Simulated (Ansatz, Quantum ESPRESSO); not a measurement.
# KBr (Pm-3m): the LO frequency by hand

Wanted: the LO mode of KBr (Pm-3m) from the TO mode and the field response.

Main program and level: Quantum ESPRESSO 7.5; DFT LDA, scalar-relativistic, plane waves, JTH PAW pseudopotentials.

### 1. The relaxed structure

The structure is cubic, space group Pm-3m (No. 221). The conventional cell has a = 3.833 Å, b = 3.833 Å, c = 3.833 Å, α = 90.00°, β = 90.00°, γ = 90.00°. K has 8 Br at 3.32 Å nearest. Nearest to Br lie 8 K at 3.32 Å. Farther neighbours and most contacts between anions are not listed.

As a file:

```cif
data_structure
_symmetry_space_group_name_H-M 'P 1'
_symmetry_Int_Tables_number 1
_cell_length_a 3.8327
_cell_length_b 3.8327
_cell_length_c 3.8327
_cell_angle_alpha 90.000
_cell_angle_beta 90.000
_cell_angle_gamma 90.000
_cell_volume 56.30
loop_
_atom_site_label
_atom_site_type_symbol
_atom_site_fract_x
_atom_site_fract_y
_atom_site_fract_z
_atom_site_occupancy
K1 K 0.00000 0.00000 0.00000 1
Br2 Br 0.50000 0.50000 0.50000 1
```

This is the cell after its relaxation at this level of theory, not the database cell from which that began.

### 2. What the response run gave

A linear-response run on the relaxed cell, with the response to an electric field; only its zone-centre results are used. Cutoff 40 Ry, k mesh 6×6×6.

The program printed:

```text
[banners, grids, parts of the stress and lines that vanish by symmetry left out]
Program PHONON v.7.5
     Reading xml data from directory:

[...]
Exchange-correlation= PW
                           (   1   4   0   0   0   0   0)
[...]
(   4 q-points):
[...]
kinetic-energy cut-off    =      40.0000  Ry
     charge density cut-off    =     200.0000  Ry
     convergence threshold     =      1.0E-18
[...]
Exchange-correlation= PW
                           (   1   4   0   0   0   0   0)
[...]
q = (   0.0000000   0.0000000   0.0000000 )
     49 Sym.Ops. (with q -> -q+G )
     G cutoff =  265.7521  (  18037 G-vectors)     FFT grid: ( 36, 36, 36)
     G cutoff =  212.6017  (  13037 G-vectors)  smooth grid: ( 30, 30, 30)
     number of k points=    20
[...]
Mode symmetry, O_h (m-3m)  point group:
[...]
Dielectric constant
[...]
End of electric fields calculation
          Dielectric constant in cartesian axis
          (       3.147080301       0.000000000       0.000000000 )
          (       0.000000000       3.147080301       0.000000000 )
          (       0.000000000       0.000000000       3.147080301 )
          Effective charges (d Force / dE) in cartesian axis without acoustic sum rule applied (asr)
           atom    1  K     Mean Z*:        1.19606
      Ex  (        1.19606        0.00000        0.00000 )
      Ey  (        0.00000        1.19606        0.00000 )
      Ez  (        0.00000        0.00000        1.19606 )
           atom    2  Br    Mean Z*:       -1.20316
      Ex  (       -1.20316        0.00000        0.00000 )
      Ey  (        0.00000       -1.20316        0.00000 )
      Ez  (        0.00000        0.00000       -1.20316 )
          Effective charges Sum: Mean:       -0.00710
[...]
Effective charges (d Force / dE) in cartesian axis with asr applied:
           atom    1  K     Mean Z*:        1.19961
[...]
atom    2  Br    Mean Z*:       -1.19961
[...]
Representation #   1 modes #   1   2   3
[...]
End of self-consistent calculation
     Convergence has been achieved
     Representation #   2 modes #   4   5   6
[...]
End of self-consistent calculation
     Convergence has been achieved
[...]
Dielectric constant in cartesian axis
          (       3.147080301       0.000000000       0.000000000 )
          (       0.000000000       3.147080301       0.000000000 )
          (       0.000000000       0.000000000       3.147080301 )
          Effective charges (d Force / dE) in cartesian axis without acoustic sum rule applied (asr)
[...]
End of self-consistent calculation
     Convergence has been achieved
     Representation #   3 mode #   4
[...]
Convergence has been achieved
     Representation #   4 modes #   5   6
[...]
Convergence has been achieved
[...]
q = (    0.000000000   0.000000000  -0.500000000 )
[...]
freq (    1) =       1.732547 [THz] =      57.791544 [cm-1]
     freq (    2) =       1.732547 [THz] =      57.791544 [cm-1]
     freq (    3) =       2.443861 [THz] =      81.518439 [cm-1]
     freq (    4) =       2.443861 [THz] =      81.518439 [cm-1]
     freq (    5) =       3.314493 [THz] =     110.559580 [cm-1]
     freq (    6) =       4.706907 [THz] =     157.005515 [cm-1]
[...]
Mode symmetry, D_4h(4/mmm) point group:
     freq (   1-   2) =         57.8  [cm-1]   --> E_g  X_5  M_5
     freq (   3-   4) =         81.5  [cm-1]   --> E_u  X_5' M_5'
     freq (   5-   5) =        110.6  [cm-1]   --> A_1g X_1  M_1
     freq (   6-   6) =        157.0  [cm-1]   --> A_2u X_4' M_4'
[...]
Mode symmetry, D_4h(4/mmm) point group:
[...]
Representation #   1 mode #   1
[...]
Convergence has been achieved
     Representation #   2 mode #   2
[...]
Convergence has been achieved
     Representation #   3 modes #   3   4
[...]
Convergence has been achieved
     Representation #   4 modes #   5   6
[...]
Convergence has been achieved
[...]
q = (    0.000000000  -0.500000000  -0.500000000 )
[...]
freq (    1) =       1.479325 [THz] =      49.344957 [cm-1]
     freq (    2) =       2.286091 [THz] =      76.255777 [cm-1]
     freq (    3) =       2.564361 [THz] =      85.537887 [cm-1]
     freq (    4) =       2.564361 [THz] =      85.537887 [cm-1]
     freq (    5) =       3.906277 [THz] =     130.299385 [cm-1]
     freq (    6) =       3.906277 [THz] =     130.299385 [cm-1]
[...]
Mode symmetry, D_4h(4/mmm) point group:
     freq (   1-   1) =         49.3  [cm-1]   --> B_1u X_2' M_2'
     freq (   2-   2) =         76.3  [cm-1]   --> A_2u X_4' M_4'
     freq (   3-   4) =         85.5  [cm-1]   --> E_u  X_5' M_5'
     freq (   5-   6) =        130.3  [cm-1]   --> E_u  X_5' M_5'
[...]
Mode symmetry, O_h (m-3m)  point group:
[...]
Representation #   1 modes #   1   2   3
[...]
End of self-consistent calculation
     Convergence has been achieved
     Representation #   2 modes #   4   5   6
[...]
End of self-consistent calculation
     Convergence has been achieved
[...]
q = (   -0.500000000  -0.500000000  -0.500000000 )
[...]
freq (    1) =       2.892519 [THz] =      96.484037 [cm-1]
     freq (    2) =       2.892519 [THz] =      96.484037 [cm-1]
     freq (    3) =       2.892519 [THz] =      96.484037 [cm-1]
     freq (    4) =       3.528249 [THz] =     117.689712 [cm-1]
     freq (    5) =       3.528249 [THz] =     117.689712 [cm-1]
     freq (    6) =       3.528249 [THz] =     117.689712 [cm-1]
[...]
Mode symmetry, O_h (m-3m)  point group:
     freq (   1-   3) =         96.5  [cm-1]   --> T_2g G_25' G_5+
     freq (   4-   6) =        117.7  [cm-1]   --> T_1u G_15  G_4-

   JOB DONE.
```

| quantity | value |
| --- | --- |
| cell volume Ω (Å³) | 56.301 |
| mass of K (u) | 39.098 |
| mass of Br (u) | 79.904 |
| Born charge of K, raw (e) | 1.196 |
| Born charge of Br, raw (e) | -1.203 |
| ε∞ | 3.147 |
| ω(TO) after the sum rule (cm⁻¹) | 106.3 |

### 3. The calculation

The charges must sum to zero over the cell; taking off their mean, -0.004 e, leaves Z* = 1.200 e on K. In the polar mode K moves against Br, so the reduced mass is μ = 39.10 × 79.90 / 119.00 = 26.253 u.

A longitudinal wave builds up a field that adds to the restoring force: ω(LO)² = ω(TO)² + 4π Z*² / (μ Ω ε∞), in Hartree atomic units. With μ = 47855 electron masses and Ω = 379.94 bohr³ the second term is 3.1606e-07 Ha², or 15224 cm⁻² (1 Ha = 219474.6 cm⁻¹).

So ω(LO) = √(11291 + 15224) = 162.8 cm⁻¹, and by the Lyddane-Sachs-Teller relation ε₀ = ε∞ (ω(LO)/ω(TO))² = 7.39.

### 4. Check against the program

The analysis program adds the same non-analytic term to the full matrix, here for q along (1 0 0).

The program printed:

```text
[banner, memory and clock lines left out]
Program DYNMAT v.7.5

     Reading Dynamical Matrix from file x.dyn1
     ...Force constants read
     ...epsilon and Z* read

     Polarizability (A^3 units)
     multiply by 0.582855 for Clausius-Mossotti correction
         9.619476    0.000000    0.000000
         0.000000    9.619476    0.000000
         0.000000    0.000000    9.619476

     IR activities are in (D/A)^2/amu units

# mode   [cm-1]    [THz]      IR
    1     -0.00   -0.0000    0.0000
    2     -0.00   -0.0000    0.0000
    3      0.00    0.0000    0.0000
    4    106.26    3.1856    1.2647
    5    106.26    3.1856    1.2647
    6    162.83    4.8816    1.2647
```

ε₀ comes from the program's run without a direction of q.

| quantity | by hand | program |
| --- | --- | --- |
| ω(LO) (cm⁻¹) | 162.8 | 162.8 |
| ε₀ | 7.39 | 7.39 |

### 5. Results

| Quantity | Value |
| --- | --- |
| TO mode | 106.3 cm⁻¹ |
| LO mode | 162.8 cm⁻¹ |
| static dielectric constant | 7.390 |

What this shows: The LO mode of KBr (Pm-3m) lies at 163 cm⁻¹, 57 cm⁻¹ above the TO mode; the formula meets the program within 0.1 cm⁻¹, as it must for a cubic crystal with one polar mode. ω(LO)² − ω(TO)² goes with Z*²/ε∞: an error of 5 % in ε∞ would move the LO mode by 2.2 cm⁻¹, and semilocal functionals tend to overestimate ε∞. These are harmonic values at zero temperature, at the volume of this functional, for the structure held cubic; stability elsewhere in the zone is no part of this calculation.

[Host names and launcher messages were left out of these logs when they were recorded.]

[Logs are printed without paths, hosts, clocks, repeated set-up lines and the standing remarks that a program may print on its own settings, such as how far it seeks lower states.]

[Hosts, paths, dates, database ids (printed as entryN), source tags and the programs' standing remarks are cut or masked in the printed files.]
